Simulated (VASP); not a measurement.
Wanted: the native input for a VASP 6.6.1 run.

```yaml
Task: relaxation of cell and atoms
Functional: PBE
Potentials_or_basis: VASP PAW PBE potentials, release 64 (Ba_sv, Ti_sv, O)
Cutoff: 600 eV
k_mesh: 8 × 8 × 8
Occupations: gaussian, width 0.03 eV
Spin: no spin polarisation
Further_INCAR_settings: ALGO = Normal; EDIFF = 1e-07; IBRION = 2; EDIFFG = -0.005; NSW = 90; ISIF = 3
```

The structure of BaTiO3 lies in POSCAR:

```
BaTiO3                                  
1.0
    4.0319540223      0.0000000000      0.0000000000
    0.0000000000      4.0319540223     -0.0000000000
   -0.0000000000     -0.0000000000      4.0319540223
  Ba              Ti              O             
     1     1     3
Direct
     0.5000000000000000    0.5000000000000000    0.5000000000000000
     0.0000000000000000    0.0000000000000000    0.0000000000000000
     0.5000000000000000    0.0000000000000000    0.0000000000000000
     0.0000000000000000    0.5000000000000000    0.0000000000000000
     0.0000000000000000    0.0000000000000000    0.5000000000000000
```

One way to write it, as run:

INCAR

```
SYSTEM = BaTiO3
PREC = Accurate
ENCUT = 600
EDIFF = 1E-7
ISMEAR = 0
SIGMA = 0.03
LREAL = .False.
LASPH = .True.
NELM = 80
ALGO = Normal
ISIF = 3
LWAVE = .False.
LCHARG = .False.
GGA = PE
IBRION = 2
NSW = 90
EDIFFG = -0.005
KPAR = 8
```

KPOINTS

```
regular mesh
0
Gamma
  8 8 8
  0 0 0
```

Potentials or basis: VASP PAW PBE potentials, release 64 (Ba_sv, Ti_sv, O).

Command:

```console
$ cat potpaw_PBE.64/Ba_sv/POTCAR potpaw_PBE.64/Ti_sv/POTCAR potpaw_PBE.64/O/POTCAR > POTCAR
$ mpirun -np 8 vasp_std > vasp.out
```

Results of the run:

```
Pressure after relaxing : 0.0 GPa
Band gap on the k mesh  : 1.70 eV, indirect (least direct gap 1.87 eV)
```

Caveat: the relaxation stopped at its first step, so nothing moved; spin-orbit coupling is left out, which moves the levels of the heavy elements.

Wall time 12 s on 8 MPI ranks on Intel(R) Xeon(R) Platinum 8488C (Sapphire Rapids), with other jobs on the host, peak memory 0.23 GiB a rank.
